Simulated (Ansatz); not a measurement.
**Co: element swaps in one structure**

The task here is to estimate one member of a computed series from the others.

Method: DFT PBE, scalar-relativistic, plane waves, PAW, in Ansatz 0.2.0.

3 further runs of the same task are left out: 3 set aside as unsound or not needed.

## The structure to begin with

The structure is hexagonal, space group P6_3/mmc (No. 194). The conventional cell has a = 2.492 Å, b = 2.492 Å, c = 4.033 Å, α = 90.00°, β = 90.00°, γ = 120.00°. Co (site symmetry -6m2) is surrounded by 12 Co at 2.48 to 2.49 Å.

As a file:

```xyz
2
Lattice="2.4923 0.0000 0.0000 -1.2461 2.1584 0.0000 0.0000 0.0000 4.0333" Properties=species:S:1:pos:R:3 pbc="T T T"
Co    0.0000    1.4389    1.0083
Co    1.2461    0.7195    3.0250
```

It goes back to an entry of the Materials Project.

It is the result of an earlier relaxation at this level (volume 10.85 Å³/atom; gap on the mesh: none (metal), site moments up to 1.7 μB).

The first run:

File input.yaml:

```yaml
crystal:
  lattice:
    - [2.727221263, 0.0, 0.0]
    - [-1.3636106315, 2.3618428955, 0.0]
    - [0.0, 0.0, 4.413573351]
  atoms:
    - { symbol: Cd, position: [0.3333333333, 0.6666666667, 0.25] }
    - { symbol: Cd, position: [0.6666666667, 0.3333333333, 0.75] }
basis:
  ecutwfc: 420
kpoints:
  mp_grid: { grid: [6, 6, 4] }
hamiltonian:
  xc: pbe
scf:
  occupations: { method: gaussian, width: 0.1 }
output:
  forces: true
  stress: true
  eigenvalues: true
```

Started as:

```sh
$ ansatz run input.yaml --threads 1 --pin off --max-ram 2560MiB --backend cpu --events-out ev --progress --plain --runs-dir out
```

Among the steps run: A first look at the start (Cd); A loose first relaxation (Cd); Relaxing cell and atoms (Cd).

One of the session's tables, all rows but one given; the rest of the session is left out.

It belongs to the step «The crystals compared». Lengths are those of the vectors of the cell that was run:

```
   swap  volume (Å³/atom)  a (Å)  b (Å)  c (Å)  moment (μB/cell)
   none             10.85  2.492  2.492  4.033              3.20
Co → Mn             10.71  2.481  2.481  4.016              0.00
Co → Ba             63.48  4.469  4.469  7.341              0.00
Co → Ca             42.36  3.905  3.905  6.416              0.00
Co → Ni                 ?      ?      ?      ?                 ?
Co → Ir             14.56  2.748  2.748  4.453              0.00
Co → Cd             22.92  3.015  3.015  5.824              0.00
```

Estimate the missing values for Co → Ni.

As computed: volume (Å³/atom): 10.91; a (Å): 2.483; b (Å): 2.483; c (Å): 4.089; moment (μB/cell): 1.25. In the column «volume (Å³/atom)» it lies between none (10.85) and Co → Ir (14.56).

Lengths are those of the computed cell. Rows of earlier swaps come from the sessions before.
